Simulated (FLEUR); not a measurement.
**Convergence study of the basis cutoff for LiI (I4mm, 2 atoms in the cell)**

```yaml
crystal:
  lattice:
    - [0.00000, 3.02505, 3.02505]
    - [3.02505, 0.00000, 3.02505]
    - [3.02505, 3.02505, 0.00000]
  atoms:
    - { symbol: Li, position: [0.00826, 0.00826, 0.99174] }
    - { symbol: I, position: [0.50000, 0.50000, 0.50000] }
```

Method of the run: PBE, all-electron FLAPW (FLEUR), scalar-relativistic valence.

Base settings: Kmax = 4.2 1/bohr; GmaxXC = 12.6 1/bohr; xcFunctional = pbe; jspins = 1; l_soc = F; mode = hist; fermiSmearingEnergy = 0.00183747 Htr; mesh (inpgen div1-3) = 3 3 3; inpgen gamma flag = false; Gmax = 12.6 1/bohr.

Moved along: Gmax, GmaxXC.

The second cell is the first with its lattice scaled by 0.98.

The mesh stays at the base's, so the ladder's end is converged at best in this setting alone.

Only quantities that move along the ladder and can be compared are tabulated; the gap is left out on so coarse a mesh.

The starting cell has typed, rounded lattice constants, without a prior relaxation at this level. Its lattice was rescaled by up to half a per cent. One atom was moved a little off its site on purpose. Values depend on the basis (sphere radii, cutoffs, local orbitals), which need not be converged.

```tsv
Kmax	free energy less the last step's (meV/atom)	energy of the compressed cell less the first (meV/atom)
2.48 1/bohr	250.99	26.82
2.66 1/bohr	154.05	10.99
2.82 1/bohr	82.93	13.56
2.97 1/bohr	50.84	10.89
3.11 1/bohr	32.96	10.92
3.25 1/bohr	20.43	12.93
3.51 1/bohr	8.60	14.19
3.76 1/bohr	3.82	13.72
3.98 1/bohr	2.09	13.70
4.2 1/bohr	1.22	13.58
4.4 1/bohr	0.77	13.57
4.6 1/bohr	0.47	13.57
4.88 1/bohr	0.24	13.52
5.14 1/bohr	0.11	13.51
5.56 1/bohr	0.00	13.49
```

Coarsest Kmax that holds the energy of the compressed cell less the first within 1 meV/atom of the last step, with all finer ones: 3.25 1/bohr; the step before is off by 2.6 meV/atom.

Coarsest Kmax that holds the free energy within 5 meV/atom of the last step, with all finer ones: 3.76 1/bohr; the step before is off by 8.6 meV/atom.

The energy difference between the two cells stays within 1 meV/atom of the last step's from 3.25 1/bohr on, the total only from 4.4 1/bohr on: much of the error is common to both cells and cancels.

Two neighbours can agree and both be off: 2.97 1/bohr and 3.11 1/bohr differ by 0.03 meV/atom in the energy of the compressed cell less the first, yet lie about 2.6 meV/atom from the last step.
